**Q:** I am modelling a PbS infrared detector and need a lattice constant first and a band gap second. All these runs use the same rocksalt cell. HSE06 has the pressure closest to zero, so should I use it for both?

Kohn-Sham DFT of non-magnetic rocksalt PbS in one fixed cell (26.09 Å³/atom), with Fermi-Dirac smearing of 0.05 eV. The basis column gives the plane-wave cutoff for the orbitals. Pressures are for the static lattice, positive in compression, and leave out the Pulay correction in the Ansatz rows.

| method | rung | program | potentials | basis | spin orbit | k mesh | pressure (GPa) |
| --- | --- | --- | --- | --- | --- | --- | --- |
| LDA | LDA | ABINIT | PseudoDojo NC SR LDA v0.4 stringent | 871 eV | no | 6x6x6 2-atom cell | -4.920 |
| LDA | LDA | ABINIT | PseudoDojo NC SR LDA v0.4.1 standard | 762 eV | no | 6x6x6 2-atom cell | -2.640 |
| PBEsol | GGA | ABINIT | PseudoDojo NC SR PBEsol v0.4.1 standard | 653 eV | no | 6x6x6 2-atom cell | -1.270 |
| PBEsol | GGA | JDFTx | PseudoDojo SR PBEsol 0.4.1 standard | 762 eV | no | 8x8x8 2-atom cell | -0.820 |
| r2SCAN | meta-GGA | ABINIT | JTH PAW PBE v2.0 | 653 eV | no | 6x6x6 2-atom cell | 1.380 |
| HSE06 | hybrid | Ansatz | Ansatz PAW | 420 eV | yes | 4x4x4 2-atom cell | 0.790 |
| PBE0 | hybrid | Ansatz | Ansatz PAW | 420 eV | yes | 4x4x4 2-atom cell | 0.900 |

**A:** For the gap, probably; for the cell, no. The pressure tells you which way each level would move the cell if you let it relax: negative means that it would shrink, positive that it would grow. Zero would be the right answer only if this cell were the true minimum of the static energy. It is in fact close to the measured cell at room temperature, which thermal motion has already stretched.

**Q:** How much does that stretching matter?

**A:** Take the limit in which the atoms stand still, which is what these calculations describe. The real crystal would then be shorter along each edge by somewhat under half a percent, a rough recalled figure. A correct static calculation should therefore pull this cell inward, with a pressure of roughly −0.7 GPa. Measured against that, PBEsol at −1.27 and −0.82 GPa does better than HSE06 at +0.79 GPa.

**Q:** How do you get from a length to a pressure?

**A:** Pressure P is minus the slope of the energy with volume, and the bulk modulus B says how fast P changes as the volume changes. For a small step to zero pressure, the relative volume change is P/B, and the relative length change is a third of that, P/(3B). For PbS, B is roughly 55 GPa, again recalled. The LDA row with the standard potential then gives −2.64/(3 × 55) = −0.016, so its edges would shrink by about 1.6 %.

The formula holds while P is small against B. At −4.92 GPa, the other LDA row, P is almost a tenth of B and the stiffness changes on the way, so its shrinkage of about 3 % is only a rough figure. The printed output applies the same estimate to all seven rows.

**Q:** Why does LDA want such a small cell?

**A:** Theory explains this by two limits. In a uniform electron gas LDA is exact. In separated atoms the density varies steeply, and there LDA gives too little exchange energy, which makes the atoms look less stable than they are. A crystal lies between the two, and stretching it moves it towards the atoms, so LDA puts too high a price on stretching and the bonds come out too short.

A gradient correction lowers the energy where the density varies steeply, which favours the stretched crystal and acts as an outward push. With the same program and the standard potentials, though with a lower cutoff for PBEsol, going from LDA to PBEsol raises the pressure by 1.37 GPa, in the expected direction. PBEsol keeps this push moderate, as suits the slowly varying density in solids. PBE has a stronger one, suited to atoms, and tends to make solids too large.

**Q:** Then why are the hybrids positive? They contain exact exchange.

**A:** Only a quarter of their exchange is exact, and in HSE06 only at short range; the rest, and the correlation, comes from PBE. The likely reason is that they inherit much of PBE's outward push, though no row here isolates that part. They lie 1.6 to 2.2 GPa above PBEsol, but this step also includes another program, other potentials and cutoffs, a coarser k mesh and spin-orbit coupling. By the elastic estimate their cells would end up about 1 % longer than the static crystal should be.

The r2SCAN row is positive as well, at 1.38 GPa. It was run with atomic data made for PBE, an inconsistency whose effect on the pressure is unknown. I would not use it to rank r2SCAN against the hybrids.

**Q:** Back to LDA. Two rows with the same functional differ by 2.28 GPa. Surely the "stringent" one, with the higher cutoff, is right?

**A:** The name does not settle it. That split is larger than the whole step from the standard LDA row to PBEsol, so a careless choice of potential or cutoff can cost you more than that change of functional. The stringent potential treats 22 electrons of Pb explicitly, the standard one 14. The extra electrons sit close to the nucleus and need short waves, so a higher cutoff need not mean a better converged run.

**Q:** Why would a short basis change the pressure and not just the energy?

**A:** Think first of an infinite set of plane waves: stretching the cell then costs only the true energy. Now keep a finite number of them. As the cell grows, every wave grows with it, the finest detail the set can describe becomes coarser, and the energy rises artificially. The crystal seems to resist expansion, which makes the pressure too negative.

This gives you a test. Raise the cutoff of both LDA runs by 10 % and compare how far their energies fall. If the stringent run falls by about 0.1 eV per cell more than the standard one, or somewhat less because the fall flattens as the cutoff rises, the basis alone can explain the split; if the difference is much smaller, look to the potentials. As things stand, the two causes can't be separated.

**Q:** The gaps of those two LDA runs agree to about 0.01 eV. Doesn't that show that they are converged?

**A:** It shows only that the gap hardly feels the change of potential and cutoff; both runs share one k mesh, so that part is untested. A gap is a difference between two levels in the same cell, so an error common to both levels cancels. The pressure compares total energies at different volumes, so any error that changes with the volume stays in it. Converge each quantity you need on its own.

**Q:** How good is PBEsol for my cell, then?

**A:** Its two rows differ by 0.45 GPa, which is about 0.3 % in length. They come from different programs, cutoffs and k meshes, so take this as one sample of the scatter between working settings; the LDA rows show that it can be larger. Neither PBEsol row includes spin-orbit coupling, whose effect on the pressure is not tested here. If half a percent is enough, PBEsol will probably serve. If you must match the film to a substrate within 0.1 %, you need pressures good to about 0.2 GPa, and the settings must be tightened before the functional is judged.

**Q:** Does half a percent matter for a detector?

**A:** It does, because the gap is small and closes on compression. The top of the valence band is an antibonding mixture of Pb s and S p states, and squeezing the crystal pushes it up. The gap falls by roughly 0.09 eV per GPa, a recalled value. Relaxing the cell with PBEsol would therefore lower the gap by about 0.1 eV, and with standard LDA by about as much as the whole gap it has now.

For a detector that is a large shift. The longest wavelength it absorbs, in micrometres, is about 1.2 divided by the gap in eV. A gap of 0.4 eV gives 3 µm and one of 0.3 eV gives 4 µm. So compute the gap at the measured cell for your working temperature, and don't let the functional choose the cell for you.

**Q:** And for the gap itself, HSE06 or PBE0? Their pressures are nearly the same.

**A:** Their pressures differ by only 0.11 GPa, but their gaps are 0.29 and 0.90 eV. The measured gap is roughly 0.3 eV in the cold and 0.4 eV at room temperature. The cell here is close to the room-temperature one, so HSE06 is about 0.1 eV too low, while PBE0 is far too high. Part of the HSE06 misfit may come from the vibration of the atoms, which also changes the gap and which a static run leaves out. The two differ in exchange between distant electrons: PBE0 treats a quarter of it exactly, while HSE06 leaves all of it to PBE. The exact part pushes filled and empty levels apart, yet the similar pressures show that it hardly changes how the energy varies with volume.

Two limits show which choice suits a material. In a crystal that screens perfectly, distant exact exchange should vanish, as in HSE06; in one that hardly screens, much of it should survive. PbS screens very strongly, so it lies near the first limit. Both gaps come from a coarse k mesh, and PBE0 suffers more from that, because distant exchange converges slowly with the mesh.

**Q:** Could I save time by taking the PBEsol gap of 0.26 eV instead?

**A:** No, although it looks reasonable. That run leaves out spin-orbit coupling, which narrows the gap of PbS markedly, while the hybrid runs include it. The PBEsol value is near the measured one because two errors offset each other: a functional that gives too small a gap, and an omitted effect that would make it smaller still.

**Q:** What does the hybrid cost me?

**A:** Exact exchange couples every k point with every other, so its work grows as the square of their number. Going from a 4×4×4 to a 6×6×6 mesh makes it about 11 times larger, against 216/64 ≈ 3.4 times for LDA or PBEsol. Spin-orbit coupling adds to this by doubling the components of each orbital. So use PBEsol for the many runs that relax cells and test settings, and save HSE06 with spin-orbit coupling for the gap at the cell you finally choose.

Printed output of the fit:

```
Rough static pressure expected at this cell (GPa): -0.7425
Rough consequences of the pressure:
     row  pressure GPa  length change on relaxing %  length error against rough target %  rough gap change on relaxing eV  gap on mesh eV
     LDA         -4.92                       -2.982                               -2.532                          -0.4428          0.2317
     LDA         -2.64                         -1.6                                -1.15                          -0.2376          0.2435
  PBEsol         -1.27                      -0.7697                              -0.3197                          -0.1143          0.2629
  PBEsol         -0.82                       -0.497                             -0.04697                          -0.0738          0.2609
  r2SCAN          1.38                       0.8364                                1.286                           0.1242          0.6194
   HSE06          0.79                       0.4788                               0.9288                           0.0711          0.2945
    PBE0           0.9                       0.5455                               0.9955                            0.081          0.9032
Split of the two LDA rows (GPa): 2.28
Split of the two PBEsol rows (GPa): 0.45
Split of the two hybrid rows (GPa): 0.11
Step from standard LDA to PBEsol in ABINIT (GPa): 1.37
Step from standard LDA to PBEsol in JDFTx at equal cutoff (GPa): 1.82
Smallest step from PBEsol to a hybrid (GPa): 1.61
Largest step from PBEsol to a hybrid (GPa): 2.17
r2SCAN above the higher hybrid (GPa): 0.48
Gap of PBE0 less gap of HSE06 (eV): 0.6087
Energy fall per 10 % more cutoff that would explain the LDA split alone (eV per cell): 0.1061
Energy fall per 10 % more cutoff that would explain the PBEsol split alone (eV per cell): 0.02095
Plane waves in stringent LDA relative to standard LDA: 1.222
Pairs of k points on 6x6x6 relative to 4x4x4: 11.39
```
